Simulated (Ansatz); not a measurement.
Level of theory: DFT PBE, scalar-relativistic, plane waves, PAW (Ansatz). Settings: cutoff 420 eV, Γ-centred meshes spaced at most about 0.3 Å⁻¹, and about 0.25 Å⁻¹ or finer for metals (2π included), Gaussian smearing. No spin polarisation.

All energies are static (0 K, no zero-point motion).

Compare these two cells of ScAl5, each relaxed at this level.

A. Space group Cmmm (No. 65), orthorhombic, a = 4.083 Å, b = 12.332 Å, c = 4.095 Å. Around Sc lie 12 Al at 2.89–2.93 Å; Al on a site of symmetry mmm has 4 Sc at 2.89 Å and 8 Al at 2.92–2.93 Å; Al on a site of symmetry m2m has 10 Al at 2.84–2.93 Å and 2 Sc at 2.93 Å; Al on a second site of symmetry m2m has 10 Al at 2.85–2.92 Å and 2 Sc at 2.92 Å.

B. Space group P-3m1 (No. 164), trigonal, a = 3.029 Å, c = 13.631 Å. Sc has 6 Al at 2.98 Å and 6 Sc at 3.03 Å; around Al on a site of symmetry 3m lie 3 Al at 2.82 Å, 3 Sc at 2.98 Å and 6 Al at 3.03 Å; around Al on a second site of symmetry 3m lie 6 Al at 2.80–2.82 Å and 6 Al at 3.03 Å; Al on a site of symmetry -3m has 6 Al at 2.80 Å and 6 Al at 3.03 Å.

Problem. Which arrangement of the elements on these sites is preferred, and by what margin?

Solution. A is lower, by 199 meV/atom. The two share one framework of sites and differ in which element sits where. A has Sc and Al ordered on fcc sites, space group Cmmm (No. 65), 17.2 Å³/atom and no gap on its mesh; B has Sc and Al ordered on fcc sites, space group P-3m1 (No. 164), 18.0 Å³/atom and no gap. Counting all near atoms (those within 1.25 times the shortest distance at each site), A and B both have Sc 12, Al 12. The denser one is the lower, and pressure would at first widen the difference. Both come from invented guesses. Shaken at random and relaxed again, A came back. Checks on A: no imaginary mode at Γ (other wave vectors untested).

Cells without such a test can be saddle points.
